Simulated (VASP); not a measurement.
## Si: relaxation of cell and atoms with r2SCAN+rVV10

Crystal: Si.

```
Si
1.0
     2.62054    0.00000    0.00000
    -1.31027    2.26946    0.00000
     0.00000    0.00000    2.46635
Si
1
Direct
  0.00000 0.00000 0.00000
```

This isn't the form of Si at room conditions, which is diamond.

| Quantity | Value |
| --- | --- |
| Program | VASP 6.6.1 |
| Task | relaxation of cell and atoms |
| Functional | r2SCAN |
| Dispersion | rVV10 |
| Potentials or basis | VASP PAW PBE potentials, release 64 (Si) |
| Cutoff | 600 eV |
| k mesh | 12 × 12 × 11 |
| Occupations | gaussian, width 0.05 eV |
| Spin | no spin polarisation |
| Further INCAR settings | ALGO = Normal; EDIFF = 1e-06; IBRION = 2; EDIFFG = -0.01; NSW = 60; ISIF = 3 |

```
Relaxed volume                         : 14.82 Å³/atom
Relaxed cell                           : a = 2.620 Å, b = 2.620 Å, c = 2.493 Å, α = 90.00°, β = 90.00°, γ = 120.00°
Space group after relaxing (to 0.05 Å) : P6/mmm (No. 191)
Energy gained by relaxing              : 2.6 meV/atom
Ionic steps                            : 8
Pressure after relaxing                : 0.0 GPa
Band gap on the k mesh                 : none (metal or under the smearing width)
```

Stress tensor (GPa, compression positive):
```
-0.03  0.00  0.00
 0.00 -0.03  0.00
 0.00  0.00  0.10
```

Step by step:
```csv
step,energy change (eV),largest force (eV/Å),pressure (GPa),volume (Å³)
1,0.0000,0.0000,1.52,14.67
2,-0.0008,0.0000,-1.16,14.96
3,-0.0025,0.0000,0.04,14.82
4,-0.0026,0.0000,0.11,14.81
5,-0.0026,0.0000,0.13,14.81
6,-0.0026,0.0000,0.15,14.80
7,-0.0026,0.0000,-0.08,14.83
8,-0.0026,0.0000,0.01,14.82
```

Final structure:
```cif
data_structure
_symmetry_space_group_name_H-M 'P 1'
_symmetry_Int_Tables_number 1
_cell_length_a 2.6201
_cell_length_b 2.6201
_cell_length_c 2.4930
_cell_angle_alpha 90.000
_cell_angle_beta 90.000
_cell_angle_gamma 120.000
_cell_volume 14.82
loop_
_atom_site_label
_atom_site_type_symbol
_atom_site_fract_x
_atom_site_fract_y
_atom_site_fract_z
_atom_site_occupancy
Si1 Si 0.00000 0.00000 0.00000 1
```

Levels at points of the mesh, in eV from the Fermi level:
```tsv
k point	band 1	band 2	band 3	band 4	band 5	band 6
(0.00, 0.00, 0.00)	-14.72	7.87	8.11	11.29	11.29	13.21
(0.50, 0.00, 0.00)	-7.77	-7.03	5.71	7.06	13.41	15.70
```

It took 2.1 min on 1 thread of Intel(R) Xeon(R) Platinum 8488C (Sapphire Rapids), on a shared host, peak memory 0.2 GiB.

Caveat: the PAW data sets were made with another functional, which shifts forces and pressure a little.
